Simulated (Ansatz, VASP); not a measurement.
Given: the input of a run of VASP 6.6.1 on Ge.

INCAR

```
SYSTEM = Ge
PREC     = Accurate       ! precision mode
ENCUT    = 520            ! plane-wave cutoff, eV
EDIFF    = 1E-6           ! SCF threshold, eV
ISMEAR   = -1             ! smearing method
SIGMA    = 0.05           ! smearing width, eV
LREAL    = .FALSE.        ! projectors in reciprocal space
LASPH    = .TRUE.         ! aspherical terms in the spheres
NELM     = 100            ! most SCF steps
ALGO     = Normal         ! electronic algorithm
ISIF     = 2              ! what is computed and relaxed
LWAVE    = .FALSE.        ! write WAVECAR
LCHARG   = .FALSE.        ! write CHGCAR
GGA      = RE             ! functional
IVDW     = 13             ! dispersion correction
NBANDS   = 21             ! bands
```

The input KPOINTS:

```
Automatic mesh
0
G
  8 8 8
  0 0 0
```

POSCAR

```
Ge
1.0
    0.0000000000      2.8289100000      2.8289100000
    2.8289100000      0.0000000000      2.8289100000
    2.8289100000      2.8289100000      0.0000000000
Ge
2
Direct
    0.7500000000      0.7500000000      0.7500000000
    0.5000000000      0.5000000000      0.5000000000
```

Potentials or basis: VASP PAW PBE potentials, release 64 (Ge_d).

Run with:

```console
$ cat potpaw_PBE.64/Ge_d/POTCAR > POTCAR
$ mpirun -np 1 vasp_std > vasp.out
```

Problem. Translate it to Ansatz 0.2.0. Potentials there: Ansatz PAW.

Solution. As run (the cutoff follows the program's own potentials):

Contents of input.yaml:

```yaml
crystal:
  lattice:
    - [0.0, 2.82891, 2.82891]
    - [2.82891, 0.0, 2.82891]
    - [2.82891, 2.82891, 0.0]
  atoms:
    - { symbol: Ge, position: [0.75, 0.75, 0.75] }
    - { symbol: Ge, position: [0.5, 0.5, 0.5] }
hamiltonian:
  xc: revpbe
  pseudopotentials: { kind: paw }
  dispersion: d4
kpoints:
  mp_grid: { grid: [8, 8, 8] }
scf:
  occupations: { method: fermi_dirac, width: 0.05 }
output:
  forces: true
  stress: true
  eigenvalues: true
```

Potentials or basis: Ansatz PAW.

Command:

```console
$ ansatz run input.yaml --threads 2 --pin off --max-ram 5120MiB --backend cpu --events-out ev --progress --plain --runs-dir out
```

Both were run:

|  | VASP | Ansatz | Ansatz less VASP |
| --- | --- | --- | --- |
| gap on the k mesh at the Fermi level (eV) | 0.12 | 0.11 | -0.012 |
| least direct gap on the mesh (eV) | 0.12 | 0.11 | -0.012 |
| pressure (GPa) | 0.7 | 0.9 | +0.18 |
| dispersion energy (meV/atom) | -540.2 | -540.4 | -0.16 |

Caveats: the PAW data sets were made with another functional, which shifts forces and pressure a little (VASP); the PAW data sets come from PBE, with cores solved anew for the run's functional, which leaves a small shift of forces and pressure (Ansatz).
